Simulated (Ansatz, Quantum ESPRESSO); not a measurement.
# HfC: programs and potentials compared

```
CELL_PARAMETERS angstrom
3.34287 0.00000 0.00000
-1.67143 2.89501 0.00000
0.00000 0.00000 5.20271
ATOMIC_POSITIONS crystal
Hf 0.33333 0.66667 0.25000
Hf 0.66667 0.33333 0.75000
C 0.00000 0.00000 0.50000
C 0.00000 0.00000 0.00000
```

The cell comes from a database or a generator and needn't be the stable form of this composition.

Alike in all runs: task band structure; functional LDA; k mesh 9 × 9 × 5; occupations fermi-dirac, width 0.05 eV; no spin polarisation; no spin-orbit coupling. LDA stands for any of its common fits. Pressure is positive in compression and, in plane waves, holds the error of the finite cutoff, which Ansatz's Pulay term estimates and takes out.

```tsv
program and potentials	plane-wave cutoff (eV)	notes	pressure (GPa)
Ansatz, Ansatz PAW	420	potentials made for PBE, which Ansatz adapts in part; 15 valence electrons an atom on average; Pulay term of +0.27 GPa included	-12.60
Ansatz, all-electron LAPW, scalar-relativistic	-	-	-12.52
Quantum ESPRESSO, GBRV 1.5 LDA	612	8 valence electrons an atom on average	-12.33
```

The pressure spans -12.60 (Ansatz, Ansatz PAW) to -12.33 GPa (Quantum ESPRESSO, GBRV 1.5 LDA), with all-electron results at -12.52. The cell lies far from this level's equilibrium.

The functional is the same throughout but for its coding, so the spread measures potentials, basis and numerics; runs on potential files found faulty are left out.
